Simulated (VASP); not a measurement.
# Se (P3_121) in VASP: a series of runs, part 2 of 2

VASP 6.6.1. Earlier steps stand in the parts before.

### Step 3. Optical spectrum, PBE

The input, INCAR:

```
PREC = Accurate
ENCUT = 520
EDIFF = 1E-7
ISMEAR = 0
SIGMA = 0.03
LREAL = False
LASPH = True
NELM = 80
ALGO = Normal
ISIF = 2
LWAVE = False
LCHARG = False
GGA = PE
LOPTICS = True
NBANDS = 41
NEDOS = 1000
CSHIFT = 0.05
KPAR = 2
```

The input, KPOINTS:

```
Automatic mesh
0
Gamma
  9 9 6
```

The input, POSCAR:

```
Se                                      
1.0
    4.0646724176      0.0000000000      0.0000000000
   -2.0323362088      3.5201095717      0.0000000000
    0.0000000000      0.0000000000      5.1336898583
  Se            
     3
Direct
     0.2477491666456899    0.0000000000000000    0.3333333332999970
     0.0000000000000000    0.2477491666456899    0.6666666667000030
     0.7522508333543101    0.7522508333543101    0.0000000000000000
```

Potentials or basis: VASP PAW PBE potentials, release 64 (Se).

The run is started by

```bash
> cat potpaw_PBE.64/Se/POTCAR > POTCAR
> mpirun -np 2 vasp_std > vasp.out
```

OUTCAR:

```text
PREC = Accurate
   ENCUT = 520
   EDIFF = 1E-7
   ISMEAR = 0
   LREAL = False
   LASPH = True
   NELM = 80
   ISIF = 2
   GGA = PE

 ion  position               nearest neighbor table
   1  0.248  0.000  0.333-   3 2.44   2 2.44
   2  0.000  0.248  0.667-   3 2.44   1 2.44
   3  0.752  0.752  0.000-   2 2.44   1 2.44

  LATTYP: Found a hexagonal cell.
 ALAT       =     4.0646724176
 C/A-ratio  =     1.2630021145

  Lattice vectors:

 A1 = (   4.0646724176,   0.0000000000,   0.0000000000)
 A2 = (  -2.0323362088,   3.5201095717,   0.0000000000)
 A3 = (   0.0000000000,   0.0000000000,   5.1336898583)

Analysis of symmetry for initial positions (statically):
=====================================================================
 Subroutine PRICEL returns:
 Original cell was already a primitive cell.

 Routine SETGRP: Setting up the symmetry group for a
 hexagonal supercell.

 Subroutine GETGRP returns: Found  6 space group operations
 (whereof  2 operations were pure point group operations)
 out of a pool of 24 trial point group operations.

The static configuration has the point symmetry C_2 .
 The point group associated with its full space group is D_3 .

Analysis of symmetry for dynamics (positions and initial velocities):
=====================================================================
 Subroutine PRICEL returns:
 Original cell was already a primitive cell.

 Routine SETGRP: Setting up the symmetry group for a
 hexagonal supercell.

 Subroutine GETGRP returns: Found  6 space group operations
 (whereof  2 operations were pure point group operations)
 out of a pool of 24 trial point group operations.

The dynamic configuration has the point symmetry C_2 .
 The point group associated with its full space group is D_3 .

 Subroutine INISYM returns: Found  6 space group operations
 (whereof  2 operations are pure point group operations),
 and found     1 'primitive' translations

----------------------------------------------------------------------------------------

                                     Primitive cell

  volume of cell :      73.4533

[... 133 lines left out ...]
  ext. energy  EPLUGINS =         0.00000000
  ---------------------------------------------------
  free energy    TOTEN  =       -10.42279180 eV

  energy without entropy =      -10.42279180  energy(sigma->0) =      -10.42279180

 E-fermi :   3.8364     XC(G=0):  -9.4363

 val. band max:        3.6791066609   @ k =   0.3333   0.3333   0.5000
 cond. band min:       4.1933388910   @ k =   0.3333   0.3333   0.5000
 fundamental gap:      0.5142322302
 Fermi energy:         3.8364151944

 k-point     1 :       0.0000    0.0000    0.0000
  band No.  band energies     occupation
      1     -12.2622      2.00000
      2      -8.2282      2.00000
      3      -8.2282      2.00000
      4       0.0582      2.00000
      5       0.2554      2.00000
      6       0.2554      2.00000
[... 565 lines left out ...]
     20      16.1282      0.00000
     21      17.5426      0.00000

 [... further k-points ...]

 [bands above 21 left out]

------------------------ aborting loop because EDIFF is reached ----------------------------------------

  FORCE on cell =-STRESS in cart. coord.  units (eV):
  Direction    XX          YY          ZZ          XY          YZ          ZX
  --------------------------------------------------------------------------------------
  -------------------------------------------------------------------------------------
  Total        1.1528668      1.1528668      1.1222144     -0.0000000      0.0000000     -0.0000000
  in kB       25.1465475     25.1465475     24.4779516     -0.0000000      0.0000000     -0.0000000
  external PRESSURE =      24.9236822 kB  Pullay stress =       0.0000000 kB

 VOLUME and BASIS-vectors are now :
 -----------------------------------------------------------------------------
  energy-cutoff  :      520.00
  volume of cell :       73.45
      direct lattice vectors                 reciprocal lattice vectors
     4.064672418  0.000000000  0.000000000     0.246022286  0.142041033  0.000000000
    -2.032336209  3.520109572  0.000000000     0.000000000  0.284082066  0.000000000
     0.000000000  0.000000000  5.133689858     0.000000000  0.000000000  0.194791666

 POSITION                                       TOTAL-FORCE (eV/Angst)
 -----------------------------------------------------------------------------------
      1.00702      0.00000      1.71123        -0.001098     -0.000000      0.000000
     -0.50351      0.87210      3.42246         0.000549     -0.000951     -0.000000
      1.52883      2.64801      0.00000         0.000549      0.000951     -0.000000
 -----------------------------------------------------------------------------------
    total drift:                               -0.000001     -0.000001      0.000000

  FREE ENERGIE OF THE ION-ELECTRON SYSTEM (eV)
  ---------------------------------------------------
  free  energy   TOTEN  =       -10.4227918005 eV

  energy  without entropy=      -10.4227918005  energy(sigma->0) =      -10.42279180

 electrical conductivity sigma (Mega S m-1) (frequency dependency in vasprun.xml)
  --------------------------------------------------------------------------------------
       0.000       0.000       0.000
      -0.000       0.000      -0.000
       0.000       0.000       0.000

  frequency dependent IMAGINARY DIELECTRIC FUNCTION (independent particle, no local field effects) density-density
     E(ev)      X         Y         Z        XY        YZ        ZX
  --------------------------------------------------------------------------------------------------------------
     0.00000    -0.00000    -0.00000    -0.00000     0.00000     0.00000     0.00000
     0.54605    34.84287    34.84287     0.00000     0.00000     0.00000     0.00000
     1.09210     0.11154     0.11154     0.04346     0.00000     0.00000     0.00000
     1.63815    18.99090    18.99090    93.75713     0.00000     0.00000     0.00000
     2.18420    31.40596    31.40596    59.49399     0.00000     0.00000     0.00000
     2.73025    33.12397    33.12397    29.28314    -0.00000     0.00000     0.00000
[... 92 lines left out ...]
    53.51290     0.00000     0.00000     0.00000     0.00000     0.00000     0.00000
    54.05895     0.00000     0.00000     0.00000     0.00000     0.00000     0.00000

  frequency dependent      REAL DIELECTRIC FUNCTION (independent particle, no local field effects) density-density
     E(ev)        X           Y           Z          XY          YZ          ZX
  --------------------------------------------------------------------------------------------------------------
     0.00000    24.27103    24.27103    28.93491     0.00000     0.00000     0.00000
     0.54605    12.81682    12.81682    31.26182     0.00000     0.00000     0.00000
     1.09210    27.65187    27.65187    46.52064     0.00000     0.00000     0.00000
     1.63815    17.05756    17.05756    26.64632    -0.00000    -0.00000    -0.00000
     2.18420    33.33359    33.33359    48.56998     0.00000    -0.00000     0.00000
     2.73025    -6.55608    -6.55608   -10.74608    -0.00000     0.00000     0.00000
[... 92 lines left out ...]
    53.51290     0.88094     0.88094     0.88147    -0.00000     0.00000     0.00000
    54.05895     0.88346     0.88346     0.88396    -0.00000     0.00000     0.00000

  frequency dependent IMAGINARY DIELECTRIC FUNCTION (independent particle, no local field effects) current-current
     E(ev)      X         Y         Z        XY        YZ        ZX
  --------------------------------------------------------------------------------------------------------------
     0.00000     0.00000     0.00000     0.00000     0.00000     0.00000    -0.00000
     0.54605    30.90066    30.90066     0.00000     0.00000     0.00000    -0.00000
     1.09210     0.12918     0.12918     0.05033    -0.00000     0.00000     0.00000
     1.63815    18.59868    18.59868    92.58010    -0.00000     0.00000     0.00000
     2.18420    31.71667    31.71667    60.11449    -0.00000    -0.00000     0.00000
     2.73025    32.95903    32.95903    29.14714    -0.00000    -0.00000    -0.00000
[... 92 lines left out ...]
    53.51290     0.00000     0.00000     0.00000    -0.00000     0.00000     0.00000
    54.05895     0.00000     0.00000     0.00000    -0.00000     0.00000     0.00000

  frequency dependent      REAL DIELECTRIC FUNCTION (independent particle, no local field effects) current-current
     E(ev)        X           Y           Z          XY          YZ          ZX
  --------------------------------------------------------------------------------------------------------------
     0.00000    24.12677    24.12677    28.89830     0.00000    -0.00000    -0.00000
     0.54605     8.54890     8.54890    31.18987     0.00000    -0.00000    -0.00000
     1.09210    27.29427    27.29427    46.15286     0.00000    -0.00000    -0.00000
     1.63815    16.04968    16.04968    22.80227    -0.00000    -0.00000     0.00000
     2.18420    32.06828    32.06828    46.28860    -0.00000     0.00000     0.00000
     2.73025    -7.58533    -7.58533   -11.69823     0.00000     0.00000    -0.00000
[... 92 lines left out ...]
    53.51290     0.88095     0.88095     0.88148    -0.00000     0.00000     0.00000
    54.05895     0.88347     0.88347     0.88397    -0.00000     0.00000     0.00000
```

stdout:

```text
POSCAR found type information on POSCAR Se
 POSCAR found :  1 types and       3 ions
 scaLAPACK will be used
 LDA part: xc-table for (Slater+PW92), standard interpolation
 POSCAR, INCAR and KPOINTS ok, starting setup
 FFT: planning ... GRIDC
 FFT: planning ... GRID_SOFT
 FFT: planning ... GRID
 WAVECAR not read
 entering main loop
 optical routines
 imaginary and real dielectric function
 recalculating local potential from charge density
 direction            1
 direction            2
 direction            3
```

It took 63 s on 2 MPI ranks of Intel Xeon Platinum 8488C (Sapphire Rapids), shared host; peak memory 0.31 GiB.

What came out:

| Item | Value |
| --- | --- |
| Free energy | -10.4228 eV |
| Pressure | 2.5 GPa |
| Band gap on the k mesh | 0.51 eV, direct |

Dielectric function (mean over the directions given):
```tsv
energy (eV)	real part	imaginary part
0.27	27.59	0.00
1.31	28.08	34.75
2.35	16.48	63.00
3.39	-13.09	17.58
4.42	-4.14	2.88
5.46	-0.93	4.52
6.50	0.60	1.96
7.54	0.03	3.79
8.57	0.87	4.20
9.61	-1.51	3.48
10.65	-1.21	2.93
11.69	-1.25	1.95
12.72	-1.31	1.60
13.76	-0.97	0.91
14.80	-0.71	0.98
15.84	-0.40	0.77
16.87	-0.33	0.78
17.91	-0.28	0.33
18.95	-0.15	0.28
19.99	0.00	0.26
```

Caveat: spectra need much finer meshes, so this one isn't converged; independent-particle spectra lack excitons; an odd mesh through Γ misses points on the zone boundary, where band edges often lie.
